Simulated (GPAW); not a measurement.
Runs of GPAW 26.7.0 on CdSe (Cadmoselite). It takes space group P6_3mc (No. 186, hexagonal). The conventional cell has a = 4.300 Å, b = 4.300 Å, c = 7.020 Å, α = 90.00°, β = 90.00°, γ = 120.00°. Cd (site symmetry 3m) is surrounded by 4 Se at 2.61 to 2.70 Å. Se (site symmetry 3m) has 4 Cd at 2.61 to 2.70 Å as nearest neighbours. 

| task | level | potentials or basis | spin | cell | k mesh | band path | band points | spin axis theta (degrees) | spin axis phi (degrees) | soc after scf | gap on the mesh (eV) | pressure (GPa) | relaxed volume (Å³/atom) | largest force (eV/Å) |
| --- | --- | --- | --- | --- | --- | --- | --- | --- | --- | --- | --- | --- | --- | --- |
| band structure | PBEsol | PAW data sets generated in the run's folder for this functional, pw | off | as given | 7 × 7 × 4 | GMKGALHA,LM,KH | 80 | - | - | - | 0.57 | 0.0 | - | 0.27 |
| band structure | PBEsol | PAW data sets generated in the run's folder for this functional, pw | SOC, no magnetisation | as given | 7 × 7 × 4 | GMKGALHA,LM,KH | 80 | 0 | 0 | second variation | 0.45 | 0.0 | - | 0.27 |
| relaxation of cell and atoms | RPBE+D3 | the program's PAW data sets (release 1.2.1) made for this functional, pw | off | relaxed | 5 × 5 × 3 | - | - | - | - | - | 0.78 | 0.0 | 29.05 | 0.01 |
| relaxation of cell and atoms | revPBE+D3 | the program's PAW data sets (release 1.2.1) made for this functional, pw | off | relaxed to 2 GPa | 5 × 5 × 3 | - | - | - | - | - | (b) | 2.0 | - | - |
| relaxation of cell and atoms | TPSS+D4 | GPAW PAW data sets (gpaw-data 1.2.1), pw | off | relaxed | 5 × 5 × 3 | - | - | - | - | - | 0.90 | 0.0 | (a) | - |

Alike in all rows: cutoff (eV) 600; smearing fermi-dirac 0.05 eV.

Q: Estimate the missing entries.

A: (a) 27.85; (b) 0.89.

Caveats: later steps reuse the first step's grids (some runs); spin-orbit coupling was added after a scalar SCF, so levels and gaps hold it while energy, forces, pressure and moments don't (some runs); this program's spin-orbit splittings come out too wide for heavy elements (some runs); the PAW data sets were made with another functional, which shifts forces and pressure a little (some runs).

A k mesh can miss the band edges, and rows without SOC leave out spin-orbit coupling on Cd, Se.

Runs at the PBE level aren't shown here.
